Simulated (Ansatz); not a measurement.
NaI in the NiAs-type structure, relaxed with r2SCAN: 9 runs in Ansatz 0.2.0, each a construction of maximally localised Wannier functions. The symmetry is P6_3/mmc (No. 194, hexagonal); conventional cell a = 4.505 Å, c = 7.676 Å, 33.72 Å³ an atom. Around Na lie 6 I at 3.23 Å; around I lie 6 Na at 3.23 Å. No spin polarisation. The prototype was imposed, so other structures may be more stable.

```
CELL_PARAMETERS angstrom
4.50465 0.00000 0.00000
-2.25232 3.90114 0.00000
0.00000 0.00000 7.67570
ATOMIC_POSITIONS crystal
Na 0.00000 0.00000 0.00000
Na 0.00000 0.00000 0.50000
I 0.33333 0.66667 0.25000
I 0.66667 0.33333 0.75000
```

Windows count from the top of the filled bands; a dash means that no such window was set (without an outer window there is no disentanglement). Rows marked drawn have settings drawn at random (some not listed).

```csv
functional,SCF mesh,trial orbitals,functions,mesh,window (eV),frozen (eV),settings,Ω total (Å²),Ω invariant (Å²),largest spread (Å²),least projectability,"interpolation miss of the model's filled bands (eV, to the nearest computed level)"
PBE,6×6×4,"I s, I p",8,6×6×2,–,–,chosen,13.43,11.05,1.74,0.98,0.039
PBE,6×6×4,"I s, I p",8,6×6×4,–,–,chosen,13.70,11.31,1.77,0.98,0.006
PBE,6×6×4,I p,6,6×6×2,–,–,chosen,13.44,13.36,2.26,0.96,0.038
r2SCAN,6×6×4,"I s, I p",8,6×6×2,–,–,chosen,13.15,10.72,1.70,0.98,0.031
r2SCAN,6×6×4,I p,6,6×6×2,–,–,chosen,13.15,13.09,2.21,0.97,0.030
HSE06,6×6×2,"I s, I p",8,6×6×2,–,–,chosen,13.13,10.72,1.70,0.98,–
PBE,6×6×4,"I s, I p",8,4×4×4,–,–,drawn,13.31,10.93,1.73,0.98,0.035
PBE,6×6×4,I p (loose tolerance),6,6×6×2,–,–,drawn,13.44,13.36,2.26,0.96,0.038
PBE,6×6×4,I p,6,2×2×2,–,–,drawn,11.15,11.01,2.07,0.97,0.432
```

For I s, I p with PBE the spread goes 13.43 Å² (6×6×2), 13.70 Å² (6×6×4): finite differences on a coarse mesh understate it.

Spin-orbit coupling is left out, which matters wherever the heavy atoms make up the band edges.
